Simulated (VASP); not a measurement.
# ZnS (I-4m2) in VASP: electric field gradients with PBE

Aim: the electric field gradients of ZnS with PBE.

Everything below comes from runs of VASP 6.6.1. Logs are shortened: lines on timing, memory, paths and dates and some standing lists are left out, and cuts for length are marked.

## (1) The cell of the first run

Symmetry: I-4m2, No. 119, tetragonal system. Conventional cell: a = 3.769 Å, b = 3.769 Å, c = 5.572 Å, α = 90.00°, β = 90.00°, γ = 90.00°. Around Zn (site symmetry -4m2) lie 4 S at 2.34 Å. S (site symmetry -4m2) has 4 Zn at 2.34 Å as nearest neighbours.

## (2) Electric field gradients, PBE (z stretched by +3 % at fixed volume)

INCAR

```
SYSTEM = ZnS
ALGO     = Fast           ! electronic algorithm
EDIFF    = 1E-8           ! SCF threshold, eV
ENCUT    = 520            ! plane-wave cutoff, eV
GGA      = PE             ! functional
ISIF     = 2              ! what is computed and relaxed
ISMEAR   = -1             ! smearing method
LASPH    = .TRUE.         ! aspherical terms in the spheres
LCHARG   = .FALSE.        ! write CHGCAR
LEFG     = .TRUE.       
LREAL    = .FALSE.        ! projectors in reciprocal space
LWAVE    = .FALSE.        ! write WAVECAR
NBANDS   = 16             ! bands
NELM     = 100            ! most SCF steps
PREC     = Accurate       ! precision mode
SIGMA    = 0.01           ! smearing width, eV
```

KPOINTS

```
k-points
0
G
  9 9 9
  0 0 0
```

POSCAR

```
ZnS
1.0
    0.0000000000      2.6649708323      2.7857895000
    2.6649708323      0.0000000000      2.7857895000
    2.6649708323      2.6649708323      0.0000000000
Zn S
1 1
Direct
    0.0000000000      0.0000000000      0.0000000000
    0.7500000000      0.7500000000      0.7500000000
```

Potentials or basis: VASP PAW PBE potentials, release 64 (Zn, S).

Launch:

```console
cat potpaw_PBE.64/Zn/POTCAR potpaw_PBE.64/S/POTCAR > POTCAR
mpirun -np 1 vasp_std > vasp.out
```

OUTCAR:

```text
SYSTEM = ZnS
   EDIFF = 1E-8
   ENCUT = 520
   GGA = PE
   ISIF = 2
   ISMEAR = -1
   LASPH = .TRUE.
   LREAL = .FALSE.
   NELM = 100
   PREC = Accurate

 ion  position               nearest neighbor table
   1  0.000  0.000  0.000-   2 2.34   2 2.34   2 2.34   2 2.34
   2  0.750  0.750  0.750-   1 2.34   1 2.34   1 2.34   1 2.34

  LATTYP: Found a body centered tetragonal cell.
 ALAT       =     3.7688378944
 C/A-ratio  =     1.4783281097

  Lattice vectors:

 A1 = (  -2.6649708323,   0.0000000000,   2.7857895000)
 A2 = (   2.6649708323,   0.0000000000,   2.7857895000)
 A3 = (   0.0000000000,   2.6649708323,  -2.7857895000)

Analysis of symmetry for initial positions (statically):
=====================================================================
 Subroutine PRICEL returns:
 Original cell was already a primitive cell.

 Routine SETGRP: Setting up the symmetry group for a
 body centered tetragonal supercell.

 Subroutine GETGRP returns: Found  8 space group operations
 (whereof  8 operations were pure point group operations)
 out of a pool of 16 trial point group operations.

The static configuration has the point symmetry D_2d.

Analysis of symmetry for dynamics (positions and initial velocities):
=====================================================================
 Subroutine PRICEL returns:
 Original cell was already a primitive cell.

 Routine SETGRP: Setting up the symmetry group for a
 body centered tetragonal supercell.

 Subroutine GETGRP returns: Found  8 space group operations
 (whereof  8 operations were pure point group operations)
 out of a pool of 16 trial point group operations.

The dynamic configuration has the point symmetry D_2d.

 Subroutine INISYM returns: Found  8 space group operations
 (whereof  8 operations are pure point group operations),
 and found     1 'primitive' translations

----------------------------------------------------------------------------------------

                                     Primitive cell

  volume of cell :      39.5697

  direct lattice vectors                    reciprocal lattice vectors
[... 125 lines left out ...]

 number of electron      18.0000003 magnetization

 Free energy of the ion-electron system (eV)
  ---------------------------------------------------
  ext. energy  EPLUGINS =         0.00000000
  ---------------------------------------------------
  free energy    TOTEN  =        -6.84161322 eV

  energy without entropy =       -6.84161322  energy(sigma->0) =       -6.84161322

 E-fermi :   2.3883     XC(G=0):  -9.6181

 val. band max:        2.1326495794   @ k =   0.0000   0.0000   0.0000
 cond. band min:       4.1714206421   @ k =   0.0000   0.0000   0.0000
 fundamental gap:      2.0387710628
 Fermi energy:         2.3883148590

 k-point     1 :       0.0000    0.0000    0.0000
  band No.  band energies     occupation
      1     -11.0369      2.00000
      2      -4.2640      2.00000
      3      -4.2361      2.00000
      4      -4.2361      2.00000
      5      -3.7602      2.00000
      6      -3.7478      2.00000
[... 433 lines left out ...]
      3      -3.9129      2.00000
      4      -3.9129      2.00000
      5      -3.6862      2.00000
      6      -3.6407      2.00000
[... 8 lines left out ...]
     15      15.8416      0.00000
     16      17.1123      0.00000

 [... further k-points ...]

------------------------ aborting loop because EDIFF is reached ----------------------------------------

  FORCE on cell =-STRESS in cart. coord.  units (eV):
  Direction    XX          YY          ZZ          XY          YZ          ZX
  --------------------------------------------------------------------------------------
  -------------------------------------------------------------------------------------
  Total        0.5263027      0.5263027      0.0477972      0.0000000      0.0000000      0.0000000
  in kB       21.3099767     21.3099767      1.9353051      0.0000000      0.0000000      0.0000000
  external PRESSURE =      14.8517528 kB  Pullay stress =       0.0000000 kB

 VOLUME and BASIS-vectors are now :
 -----------------------------------------------------------------------------
  energy-cutoff  :      520.00
  volume of cell :       39.57
      direct lattice vectors                 reciprocal lattice vectors
     0.000000000  2.664970832  2.785789500    -0.187619314  0.187619314  0.179482333
     2.664970832  0.000000000  2.785789500     0.187619314 -0.187619314  0.179482333
     2.664970832  2.664970832  0.000000000     0.187619314  0.187619314 -0.179482333

 POSITION                                       TOTAL-FORCE (eV/Angst)
 -----------------------------------------------------------------------------------
      0.00000      0.00000      0.00000         0.000000      0.000000     -0.000000
      3.99746      3.99746      4.17868        -0.000000     -0.000000      0.000000
 -----------------------------------------------------------------------------------
    total drift:                               -0.000009     -0.000009     -0.000009

  FREE ENERGIE OF THE ION-ELECTRON SYSTEM (eV)
  ---------------------------------------------------
  free  energy   TOTEN  =        -6.8416132167 eV

  energy  without entropy=       -6.8416132167  energy(sigma->0) =       -6.84161322

 Electric field gradients (V/A^2)
---------------------------------------------------------------------
 ion       V_xx      V_yy      V_zz      V_xy      V_xz      V_yz
---------------------------------------------------------------------
   1       3.856     3.856    -7.712    -0.005     0.006     0.006
   2      -4.756    -4.756     9.511     0.000    -0.000    -0.000
---------------------------------------------------------------------

 Electric field gradients after diagonalization (V/A^2)
 (convention: |V_zz| > |V_xx| > |V_yy|)
----------------------------------------------------------------------
 ion       V_xx      V_yy      V_zz     asymmetry (V_yy - V_xx)/ V_zz
----------------------------------------------------------------------
   1       3.861     3.851    -7.712       0.001
   2      -4.756    -4.755     9.511       0.000
----------------------------------------------------------------------

           NMR quadrupolar parameters

 Cq : quadrupolar parameter    Cq=e*Q*V_zz/h
 eta: asymmetry parameters     (V_yy - V_xx)/ V_zz
 Q  : nuclear electric quadrupole moment in mb (millibarn)
----------------------------------------------------------------------
 ion       Cq(MHz)       eta       Q (mb)
----------------------------------------------------------------------
   1      -0.019       0.001       1.000
   2       0.023       0.000       1.000
----------------------------------------------------------------------
```

stdout:

```text
POSCAR found type information on POSCAR ZnS
 POSCAR found :  2 types and       2 ions
 scaLAPACK will be used
 LDA part: xc-table for (Slater+PW92), standard interpolation
 POSCAR, INCAR and KPOINTS ok, starting setup
 FFT: planning ... GRIDC
 FFT: planning ... GRID_SOFT
 FFT: planning ... GRID
 WAVECAR not read
 entering main loop
WARNING in EDDRMM: call to ZHEGV failed, returncode =   8  4     14
 num prob WARNING in EDDRMM: call to ZHEGV failed, returncode =   8  4     16
 num prob RMM:  18    -0.684161321387E+01   -0.10830E-07   -0.31427E-08  2101   0.145E-03    0.607E-04
 num prob WARNING in EDDRMM: call to ZHEGV failed, returncode =   6  3     16
ion   1

ion   2
```

Run time: 64 s. Hardware: 1 thread of Intel Xeon Platinum 8259CL at 2.50GHz (Skylake/Cascade Lake), shared host; peak memory 0.18 GiB.

Results:

- Free energy: -6.8416 eV
- Pressure: 1.5 GPa
- Band gap on the k mesh: 2.04 eV, direct

Stress tensor (GPa, compression positive):
```
2.13 0.00 0.00
0.00 2.13 0.00
0.00 0.00 0.19
```

Electric field gradients, principal values (V/Å²):
```csv
atom,Vxx,Vyy,Vzz
1 Zn,3.851,3.861,-7.712
2 S,-4.755,-4.756,9.511
```
